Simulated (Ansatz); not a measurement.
# Sn: from the start to rest

The start is Sn, a structure type of another compound, with these elements put in. Where does it settle when we relax cell and atoms, and what is it like there?

Program: Ansatz 0.2.0. Level of theory: DFT, PBE, no spin polarisation, plane waves, PAW. These are calculated values, not measurements.

## Step 1: Geometry

It takes space group Im-3m (No. 229, cubic). Conventional cell: a = 3.741 Å, b = 3.741 Å, c = 3.741 Å, α = 90.00°, β = 90.00°, γ = 90.00°. Sn (site symmetry m-3m) is surrounded by 8 Sn at 3.24 Å.

As a file:

```
Sn
1.0
    -1.87037    1.87037    1.87037
     1.87037   -1.87037    1.87037
     1.87037    1.87037   -1.87037
Sn
1
Direct
  0.00000 0.00000 0.00000
```

The first density is read from a saved solution for the starting cell.

## Step 2: The relaxation

Input file input.yaml:

```yaml
crystal:
  lattice:
    - [-1.870372, 1.870372, 1.870372]
    - [1.870372, -1.870372, 1.870372]
    - [1.870372, 1.870372, -1.870372]
  atoms:
    - { symbol: Sn, position: [0.0, 0.0, 0.0] }
  symmetry: { tolerance: 0.0003 }
kpoints:
  mp_grid: { grid: [13, 13, 13], shift: [0, 0, 0] }
magnetization:
  spin_polarized: false
scf:
  occupations: { method: fermi_dirac, width: 0.0571 }
  lower_state_search: "off"
hamiltonian:
  pseudopotentials: { kind: paw }
  xc: pbe
basis:
  ecutwfc: 420
  fft_grid_basis: typed
relax:
  max_steps: 40
  cell: { p_target: 0.0 }
output:
  forces: true
  stress: true
  eigenvalues: true
  bader: true
  populations: true
  elf: true
  write_potential: true
  volumetric_format: npy
  dos:
    e_range: [-12, 8]
    de: 0.05
    projected: { site_lists: { Sn: [Sn] } }
checkpoint:
  read: saved_state
```

Launch:

```
$ ansatz run input.yaml --threads 2 --pin off --max-ram 3584MiB --backend cpu --events-out ev --progress --plain --runs-dir out
```

Output:

```text
Warning: checkpoint.read: basis.xc_grid differs: saved 1, current 2 (points along each axis for each point of the dense box; where the key is left out runs that use forces, runs that use the stress, dielectric runs by a finite field, finite-displacement phonons, runs of phonons.displacement_patterns under a GGA or a meta-GGA, phonons by method: dfpt, dielectric runs by the response, runs on support functions, runs on PAW files under a meta-GGA or a hybrid on one, runs at kind: all_electron or under a hybrid on a GGA, runs under a text's formulas of a gradient, and runs on PAW files that evaluate rPW86 or Becke's exchange or LYP's correlation can take a finer level, which can go by the root key accuracy; a number is taken as typed: the saved number, typed, holds this deck to the state's level, where the deck is accepted there); the SCF iterates at this deck's level from the saved density; a trajectory continued from that state goes on on another energy surface; basis.xc_grid: 1, typed and accepted, keeps it on the saved one
Warning: RAYON_NUM_THREADS=2 ignored (pool sized by the plan → 2); use --threads N
Engine: ansatz 0.2.0, aarch64-unknown-linux-gnu
Pseudopotentials: kind: paw
Pseudopotential: Sn, paw, valence charge 14, recommended cutoff 420 eV (normal), Sn.paw.azcp
Functional definition: PBE
  parameter kappa = 0.804
  parameter beta = 0.06672455060314922
  exchange = pbe_x(kappa = kappa, mu = beta*pi^2/3)
  correlation = pbe_c(beta = beta)
Crystal: 1 atoms, lattice volume = 26.172 Å³
Basis set: ecut = 420 eV, 531 PW (Γ), exchange–correlation on 48×48×48 points (8 copies of the dense FFT grid, shifted against one another)
Bands: 11, of which v1, the nominal top of the filled ones, is band 7 counted from 1 (6 counted from 0)
Symmetry: 48 space group operations
Space group: Im-3m (ITA 229), of the structure as read, at distance tolerance 8.9e-4 Å
k-points: 84 of 2197
Non-local potential: Sn, projectors of the file, l = 0: 2, l = 1: 2, l = 2: 2, l = 3: 2
PAW form: soft (Blöchl's): semilocal exchange-correlation on the pseudo side does not see the compensation charge
PAW one-centre angular grid: Sn, 590 points (default); XC on 64 Gauss nodes
Initial density: read from a saved state, or passed on in memory by an earlier SCF of this step, an earlier step, the calling program or the single point that the run made first
Initial wavefunctions: pseudopotential atomic-orbital guess
Functional: x = pbe(κ = 0.804, μ = 0.2195149727645171), c = pbe(β = 0.06672455060314922)
iter 1 solved again at ethr=1.18e-6 eV; its pass at ethr=3.10e-3 eV (dr2=1.66e-4 eV) is discarded
SCF iter   1: F=—  HF=-6024.128001 eV  |F-HF|=—  |Δ(HF+E_count)|=         —  Δρ=1.10e-3  dr2=1.47e-4  ethr=1.18e-6  ⟨swp⟩=2.1  Hψ=7545  notcnv=0
preconditioner: auto → Kerker (q_TF=auto, 2.458 Å⁻¹)  [metal: Δε(μ)=0.122 eV  Ē_g=23.419 eV  σ=0.057 eV  W_gap=0.44  n_scr=12 (ndim 8)  ℏωp=27.2 eV  f_vac=0.000  D(μ)=0.82/eV (n_scr^D=12)]
SCF iter   2: F=—  HF=-6024.127992 eV  |F-HF|=—  |Δ(HF+E_count)|=   8.61e-6  Δρ=7.23e-4  dr2=6.26e-5  ethr=1.05e-6  ⟨swp⟩=1.0  Hψ=924  notcnv=0
SCF iter   3: F=—  HF=-6024.127989 eV  |F-HF|=—  |Δ(HF+E_count)|=   3.31e-6  Δρ=8.81e-5  dr2=2.22e-6  ethr=4.47e-7  ⟨swp⟩=1.0  Hψ=924  notcnv=0
SCF iter   4: F=—  HF=-6024.127989 eV  |F-HF|=—  |Δ(HF+E_count)|=   2.02e-8  Δρ=3.09e-5  dr2=2.88e-7  ethr=1.58e-8  ⟨swp⟩=2.3  Hψ=1183  notcnv=0
SCF iter   5: F=-6024.127989 eV  HF=-6024.127989 eV  |F-HF|=1.22e-9  |Δ(HF+E_count)|=   1.14e-8  Δρ=4.63e-6  dr2=8.07e-9  ethr=7.14e-10  ⟨swp⟩=8.5  Hψ=5883  notcnv=0
SCF 1 converged in 5 iterations: F = -6024.127989 eV  dr2 = 8.07e-9
relax step   1: F+E_penalty+E_count = -6024.12798875 eV  Δ(F+E_penalty+E_count) = +0.000e0 eV  max|allowed force component| = 0.000e0 eV/Å  Δτ_max = 0.0000 Å  P = +3.097 GPa  Ω = 26.172 Å³  (5 SCF iters, dr2 threshold 1.00e-7 eV, accepted)
Crystal: 1 atoms, lattice volume = 27.945 Å³
Basis set: ecut = 420 eV, 555 PW (Γ), exchange–correlation on 48×48×48 points (8 copies of the dense FFT grid, shifted against one another)
Initial density: handed on by an earlier stage of this run
Initial wavefunctions: those handed on with the density
iter 1 solved again at ethr=1.43e-6 eV; its pass at ethr=3.10e-3 eV (dr2=2.00e-4 eV) is discarded
SCF iter   1: F=—  HF=-6024.141781 eV  |F-HF|=—  |Δ(HF+E_count)|=         —  Δρ=1.01e-3  dr2=2.22e-4  ethr=1.43e-6  ⟨swp⟩=2.5  Hψ=9128  notcnv=0
preconditioner: auto → Kerker (q_TF=auto, 2.431 Å⁻¹)  [metal: Δε(μ)=0.025 eV  Ē_g=23.101 eV  σ=0.057 eV  W_gap=0.11  n_scr=12 (ndim 8)  ℏωp=26.3 eV  f_vac=0.000  D(μ)=0.72/eV (n_scr^D=0)]
SCF iter   2: F=—  HF=-6024.141787 eV  |F-HF|=—  |Δ(HF+E_count)|=   5.21e-6  Δρ=6.78e-4  dr2=9.08e-5  ethr=1.43e-6  ⟨swp⟩=1.0  Hψ=929  notcnv=0
SCF iter   3: F=—  HF=-6024.141799 eV  |F-HF|=—  |Δ(HF+E_count)|=   1.22e-5  Δρ=1.13e-4  dr2=3.35e-6  ethr=6.48e-7  ⟨swp⟩=2.0  Hψ=1061  notcnv=0
SCF iter   4: F=-6024.141799 eV  HF=-6024.141799 eV  |F-HF|=7.53e-8  |Δ(HF+E_count)|=   6.36e-7  Δρ=2.40e-5  dr2=9.74e-8  ethr=7.14e-10  ⟨swp⟩=6.9  Hψ=6053  notcnv=0
SCF 2 converged in 4 iterations: F = -6024.141799 eV  dr2 = 9.74e-8
relax step   2: F+E_penalty+E_count = -6024.14179939 eV  Δ(F+E_penalty+E_count) = -1.381e-2 eV  max|allowed force component| = 0.000e0 eV/Å  Δτ_max = 0.0000 Å  P = -0.323 GPa  Ω = 27.945 Å³  energy of the carried Pulay correction = -3.771e-4 eV  (4 SCF iters, dr2 threshold 1.00e-7 eV, accepted)
Crystal: 1 atoms, lattice volume = 27.767 Å³
iter 1 solved again at ethr=2.70e-8 eV; its pass at ethr=3.10e-3 eV (dr2=3.79e-6 eV) is discarded
SCF iter   1: F=—  HF=-6024.142035 eV  |F-HF|=—  |Δ(HF+E_count)|=         —  Δρ=8.76e-5  dr2=1.29e-6  ethr=2.70e-8  ⟨swp⟩=3.0  Hψ=8240  notcnv=0
preconditioner: auto → Kerker (q_TF=auto, 2.434 Å⁻¹)  [metal: Δε(μ)=0.025 eV  Ē_g=23.112 eV  σ=0.057 eV  W_gap=0.11  n_scr=12 (ndim 8)  ℏωp=26.4 eV  f_vac=0.000  D(μ)=0.73/eV (n_scr^D=0)]
SCF iter   2: F=—  HF=-6024.142035 eV  |F-HF|=—  |Δ(HF+E_count)|=   2.78e-7  Δρ=5.71e-5  dr2=4.82e-7  ethr=9.23e-9  ⟨swp⟩=2.0  Hψ=1402  notcnv=0
SCF iter   3: F=-6024.142035 eV  HF=-6024.142035 eV  |F-HF|=6.51e-10  |Δ(HF+E_count)|=   1.13e-7  Δρ=1.01e-5  dr2=2.35e-8  ethr=7.14e-10  ⟨swp⟩=7.4  Hψ=6098  notcnv=0
SCF 3 converged in 3 iterations: F = -6024.142035 eV  dr2 = 2.35e-8
relax step   3: F+E_penalty+E_count = -6024.14203498 eV  Δ(F+E_penalty+E_count) = -2.356e-4 eV  max|allowed force component| = 0.000e0 eV/Å  Δτ_max = 0.0000 Å  P = -0.034 GPa  Ω = 27.767 Å³  energy of the carried Pulay correction = -3.404e-4 eV  (3 SCF iters, dr2 threshold 1.00e-7 eV, accepted)
Initial wavefunctions: pseudopotential atomic-orbital guess (no wavefunctions were taken with the density)
iter 1 solved again at ethr=4.54e-8 eV; its pass at ethr=3.10e-3 eV (dr2=6.35e-6 eV) is discarded
SCF iter   1: F=—  HF=-6024.142362 eV  |F-HF|=—  |Δ(HF+E_count)|=         —  Δρ=6.05e-5  dr2=1.77e-7  ethr=4.54e-8  ⟨swp⟩=2.9  Hψ=7843  notcnv=0
preconditioner: auto → Kerker (q_TF=auto, 2.434 Å⁻¹)  [metal: Δε(μ)=0.025 eV  Ē_g=23.113 eV  σ=0.057 eV  W_gap=0.11  n_scr=12 (ndim 8)  ℏωp=26.4 eV  f_vac=0.000  D(μ)=0.73/eV (n_scr^D=0)]
SCF iter   2: F=—  HF=-6024.142364 eV  |F-HF|=—  |Δ(HF+E_count)|=   1.83e-6  Δρ=3.00e-5  dr2=3.74e-8  ethr=1.27e-9  ⟨swp⟩=2.0  Hψ=1513  notcnv=0
SCF iter   3: F=—  HF=-6024.142364 eV  |F-HF|=—  |Δ(HF+E_count)|=   1.21e-7  Δρ=8.36e-6  dr2=5.38e-9  ethr=2.67e-10  ⟨swp⟩=2.0  Hψ=1512  notcnv=0
SCF iter   4: F=—  HF=-6024.142364 eV  |F-HF|=—  |Δ(HF+E_count)|=   1.01e-8  Δρ=8.39e-7  dr2=9.09e-11  ethr=3.84e-11  ⟨swp⟩=2.1  Hψ=1128  notcnv=0
SCF iter   5: F=-6024.142364 eV  HF=-6024.142364 eV  |F-HF|=1.82e-12  |Δ(HF+E_count)|=  8.37e-11  Δρ=1.50e-7  dr2=4.85e-12  ethr=1.00e-12  ⟨swp⟩=6.0  Hψ=3655  notcnv=0
SCF 4 converged in 5 iterations: F = -6024.142364 eV  dr2 = 4.85e-12
relax step   4: F+E_penalty+E_count = -6024.14236419 eV  Δ(F+E_penalty+E_count) = -3.292e-4 eV  max|allowed force component| = 0.000e0 eV/Å  Δτ_max = 0.0000 Å  P = -0.037 GPa  Ω = 27.767 Å³  stress off target by 3.65e-2 GPa  SCF on the basis re-selected at this cell (its energy is not comparable with the rows above)  (5 SCF iters)
basis re-selected at this cell: Δ(F+E_penalty+E_count) = -3.292e-4 eV, ΔP = -0.003 GPa vs the last step (what re-selecting the basis moved, of the pressure what is left beyond the Pulay correction that the steps carried, after the strain that the cell walked since its last selection, with what the two solves' SCF thresholds leave and, on support functions, any second-order correction that the steps lacked; it is no measure of the basis error at this ecutwfc). This SCF's stress stands 3.65e-2 GPa from its target on what of the cell is left free (relax.cell.stress_tol is 5.00e-2 GPa) and its largest allowed force component is 0.00e0 eV/Å (relax.f_tol is 1.00e-2 eV/Å): within both
SCF converged after 5 iterations
Free energy (F): -6024.142364 eV
Harris-Foulkes:  -6024.142364 eV  (|F-HF|=1.82e-12)
Internal energy: -6024.134525 eV  (E = F + TS)
E sigma→0 (E₀):  -6024.138445 eV
Entropy (-TS):   -0.007839 eV (-7.839 meV/atom)
Fermi energy:    10.500495 eV
--- Per-component energies (eV) ---
  E_band       = -85.022044
  E_kinetic    = 185.700715
  E_local      = -837.927616  (includes V_loc(G=0)·N_el)
  E_nonlocal   = -32.723785
  E_hartree    = 524.399788
  E_xc         = -382.783347
  E_vxc        = -96.159872  (∫ρ·V_xc dr)
  E_paw        = -4134.728011  (= ΣΔE_a)
  E_vpaw       = -352.711085  (= ΣTr[D̂ρ^β])
  E_aug_tail   = -0.000000  (compensation charges beyond the density's cutoff)
  E_ewald      = -1346.072269
  E_smearing   = -0.007839  (= −TS)
  E_closure    = 0.000000  (closes the sum)
  Σ components = -6024.142364   (vs F -6024.142364, Δ=0.00e0)
--- Forces (eV/Å), atoms counted from 1 ---
  atom   1  Sn     0.00000000     0.00000000     0.00000000
  max |Σ_I F_I| component: 1.40e-31 eV/Å
--- Stress (GPa, compression-positive) ---
       -0.036504       0.000000      -0.000000
       -0.000000      -0.036504      -0.000000
       -0.000000      -0.000000      -0.036504
  P = ⅓ Tr σ = -0.0365 GPa (-0.365 kbar)
--- Band table (eV; the first three rows and the last of 84) ---
  k-point 0: bands = ["-11.0030", "-11.0030", "-11.0030", "-10.8735", "-10.8735", "-0.3837", "18.3239", "18.3239", "18.3239", "22.6090", "22.6090"]
  k-point 1: bands = ["-11.0054", "-10.9993", "-10.9914", "-10.8763", "-10.8739", "-0.2570", "17.2465", "17.8368", "18.1628", "21.3494", "21.6346"]
  k-point 2: bands = ["-11.0121", "-10.9902", "-10.9590", "-10.8831", "-10.8748", "0.1233", "15.0144", "16.8475", "17.7148", "20.2955", "20.6611"]
  k-point 83: bands = ["-11.0181", "-11.0158", "-10.8180", "-10.8180", "-10.8170", "7.5902", "10.1681", "10.1681", "10.1688", "14.4381", "14.8503"]
--- Relaxed structure (3 steps of the walk, 3 accepted, 1 SCFs on fresh bases) ---
  F+E_penalty+E_count = -6024.14236419 eV   max|allowed force component| = 0.000e0 eV/Å   (the final SCF, on the basis selected at the relaxed cell)
  cell:  # Å, volume = 27.7670 Å³
    - [-1.9076092438742906, 1.9076092438742906, 1.9076092438742906]
    - [1.9076092438742906, -1.9076092438742906, 1.9076092438742906]
    - [1.9076092438742906, 1.9076092438742906, -1.9076092438742906]
  atoms:
    - { symbol: Sn, position: [0.0, 0.0, 0.0] }
--- Löwdin populations: 1 site ---
  site symbol       q [e]
     0     Sn     13.9625
  spilling = 0.002682 (of n_electrons = 14.000000)
--- Bader charges: 1 site ---
  site symbol  charge [e]  shift [e]
     0     Sn      0.0000     0.0000
  estimated error of the sums over rays = 3.2e-7 e
```

Wall time 5.3 s (2 threads of an Arm CPU, shared host); peak memory 0.31 GiB.

Relaxation path:

```tsv
step	energy from step 1 (eV/cell)	largest force component (eV/Å)	pressure (GPa)	volume (Å³)
1	0.0000	0.0000	3.10	26.17
2	-0.0138	0.0000	-0.32	27.94
3	-0.0140	0.0000	-0.03	27.77
4	-0.0144	0.0000	-0.04	27.77
```

Step 1 is the start. Step 4 repeats the geometry before on a plane-wave basis chosen anew for that cell, so the energy can jump there without any move; the table keeps such jumps.

| input's cell | before | after | change |
| --- | --- | --- | --- |
| a (Å) | 3.240 | 3.304 | +2.0 % |
| b (Å) | 3.240 | 3.304 | +2.0 % |
| c (Å) | 3.240 | 3.304 | +2.0 % |
| volume (Å³/atom) | 26.17 | 27.77 | +6.1 % |

## Step 3: Density of states

Counts of states in windows (eV from the Fermi level; tetrahedra), total and projected:

```tsv
from	to	total	Sn s	Sn p
-8.0	-7.0	0.36	0.23	0.13
-7.0	-6.0	0.54	0.41	0.13
-6.0	-5.0	0.41	0.33	0.07
-5.0	-4.0	0.10	0.07	0.03
-4.0	-3.0	0.30	0.05	0.25
-3.0	-2.0	0.59	0.09	0.50
-2.0	-1.0	0.49	0.09	0.39
-1.0	0.0	0.59	0.08	0.49
0.0	1.0	0.61	0.07	0.52
1.0	2.0	0.60	0.06	0.52
2.0	3.0	0.63	0.05	0.54
3.0	4.0	0.63	0.04	0.54
```

## Step 4: Charges

Gathered by element (positive charge: electrons given up): Löwdin charges also hold the electrons that the projection spills.

```tsv
element	atoms	Bader charge (e)	Bader volume (Å³)	Löwdin charge (e)
Sn	1	0.00	27.8	+0.04
```

## Step 5: Real-space fields

Maps in the plane spanned by b and c at height 0.000 along a (axes of the input's cell), one cell: b runs left to right (10 points from zero), c bottom to top (10 points), 109° apart. Inside the augmentation spheres the fields are the smooth ones.

Valence density. Ten steps from '0' (0.08 e/Å³) to '9' (16.60 e/Å³), finer at the low end (step k begins (100^(k/10) - 1)/99 of the way up):
```
8741001368
5421001246
2110000123
1000000011
0000000000
1110000000
2321000011
5642100124
8863100147
9852101258
```

ELF. Values, 10 rows by 10 columns:
```
0.01 0.10 0.33 0.34 0.37 0.35 0.36 0.34 0.18 0.02
0.21 0.33 0.34 0.37 0.30 0.32 0.35 0.34 0.29 0.18
0.34 0.34 0.37 0.29 0.22 0.26 0.34 0.33 0.34 0.34
0.38 0.37 0.30 0.22 0.17 0.19 0.28 0.34 0.35 0.36
0.36 0.35 0.32 0.26 0.19 0.16 0.19 0.26 0.32 0.35
0.38 0.36 0.35 0.34 0.28 0.19 0.17 0.22 0.30 0.37
0.34 0.34 0.34 0.33 0.34 0.26 0.22 0.29 0.37 0.34
0.21 0.18 0.29 0.34 0.35 0.32 0.30 0.37 0.34 0.33
0.01 0.02 0.18 0.34 0.36 0.35 0.37 0.34 0.33 0.10
0.01 0.01 0.21 0.34 0.38 0.36 0.38 0.34 0.21 0.01
```

Atoms within 0.2 Å of the plane, in fractions of b and c: Sn at (0.00, 0.00).

Scans along the contacts give these minima of the density:

```tsv
contact	length (Å)	minimum at (fraction)	density (e/Å³)	ELF
Sn1–Sn1	3.304	0.50	0.157	0.36
```

## Step 6: Results

| quantity | value |
| --- | --- |
| moves | 2 |
| energy gained | 14.0 meV/atom |
| largest move | 0.00 Å |
| space group (0.01 Å), before / after | Im-3m / Im-3m |
| cell | a = 3.304 Å, b = 3.304 Å, c = 3.304 Å, α = 109.47°, β = 109.47°, γ = 109.47° |
| volume | 27.77 Å³/atom (+6.1 %) |
| pressure at the end | -0.04 GPa |
| character | metal |
| density of states, mean within 0.25 eV of the Fermi level | 0.6 per eV per cell |

What this shows: The volume grew by 6.1 %, and the atoms end where they began within the cell; the energy fell by 14.0 meV per atom. The cell is metallic; within 0.25 eV of the Fermi level the density of states averages 0.6 per eV per cell, mostly Sn p (85 %).
